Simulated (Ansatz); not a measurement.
BAs:

```
B As
1.0
     2.12755    0.00000    0.00000
     0.00000    3.17406    0.00000
     0.00000    0.00000    4.95098
B As
1 1
Direct
  0.00000 0.50000 0.00000
  0.50000 0.50000 0.50000
```

The cell was built by a generator and needn't be a form met in nature.

| Quantity | Value |
| --- | --- |
| Program | Ansatz 0.2.0 |
| Task | relaxation of cell and atoms |
| Functional | PBEsol0 |
| Potentials or basis | Ansatz PAW |
| Cutoff | 420 eV (not typed: the program's choice for these potentials) |
| k mesh | 6 × 4 × 3 |
| Occupations | fermi-dirac, width 0.05 eV |
| Spin | no spin polarisation |

At the start: volume 16.72 Å³/atom.

Q: How do energy, volume and symmetry change on relaxing?

A: It ends after 19 steps and the volume is 12.23 Å³/atom (-26.8 %); space group Pmmm (No. 47, to 0.05 Å).

Step by step:
```
step  energy change (eV)  largest force (eV/Å)  volume (Å³)
   1              0.0000                0.0000        33.43
   2             -0.5189                0.0000        32.15
   3             -0.9053                0.0000        30.97
   4             -1.0940                0.0000        29.48
   5             -1.3082                0.0000        26.94
   6             -1.3682                0.0000        25.41
   7             -1.5614                0.0000        24.40
   8             -1.7726                0.0000        23.35
   9             -2.0279                0.0000        22.33
  10             -2.1518                0.0000        23.13
  11             -2.1743                0.0000        23.86
  12             -2.1855                0.0000        24.07
  13             -2.1857                0.0000        24.10
  14             -2.1857                0.0000        24.08
  15             -2.2510                0.0000        24.08
  16             -2.2578                0.0000        24.38
  17             -2.2582                0.0000        24.46
  18             -2.2582                0.0000        24.47
  19             -2.2584                0.0000        24.47
```

Final structure:
```cif
data_structure
_symmetry_space_group_name_H-M 'P 1'
_symmetry_Int_Tables_number 1
_cell_length_a 2.8687
_cell_length_b 2.5130
_cell_length_c 3.3937
_cell_angle_alpha 90.000
_cell_angle_beta 90.000
_cell_angle_gamma 90.000
_cell_volume 24.47
loop_
_atom_site_label
_atom_site_type_symbol
_atom_site_fract_x
_atom_site_fract_y
_atom_site_fract_z
_atom_site_occupancy
B1 B 0.00000 0.50000 0.00000 1
As1 As 0.50000 0.50000 0.50000 1
```

Caveat: the k mesh is coarse (spacing up to 0.49 Å⁻¹), so the values aren't converged, least of all with exact exchange; the volume moved by over 15 % at a fixed basis, so the end points are rough; the plane-wave basis is chosen anew once the cell has moved, so the energies of steps on either side of that aren't comparable; the PAW data sets come from PBE, with cores solved anew for the run's functional, which leaves a small shift of forces and pressure.
